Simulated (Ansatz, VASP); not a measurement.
**Ru in VASP and in Ansatz**

```xyz
2
Lattice="2.7237 0.0000 0.0000 -1.3619 2.3588 0.0000 0.0000 0.0000 4.3103" Properties=species:S:1:pos:R:3 pbc="T T T"
Ru    1.3619    0.7863    3.2327
Ru    0.0000    1.5725    1.0776
```

Change from the starting cell: volume scaled by 1.02.

Alike in both runs: task single point; functional LDA; k mesh 11 × 11 × 6; occupations fermi-dirac, width 0.05 eV; no spin polarisation.

|  | VASP | Ansatz |
| --- | --- | --- |
| version | VASP 6.6.1 | Ansatz 0.2.0 |
| potentials or method | VASP PAW LDA potentials, release 64 (Ru_pv), cutoff 520 eV | all-electron LAPW, scalar-relativistic |

```tsv
	VASP	Ansatz	Ansatz less VASP
gap on the k mesh at the Fermi level (eV)	none	none	-
pressure (GPa)	-17.4	-17.9	-0.54
largest component of the traceless stress (GPa)	0.76	0.83	+0.076
```

A gap of «none» marks a metal or a gap that the smearing closes. Ansatz ran all-electron here, so the differences hold the error of VASP's frozen core and of both bases.

Caveats: so large a pressure means that the cell lies far from this level's equilibrium, or that cutoff or potentials fall short (VASP).
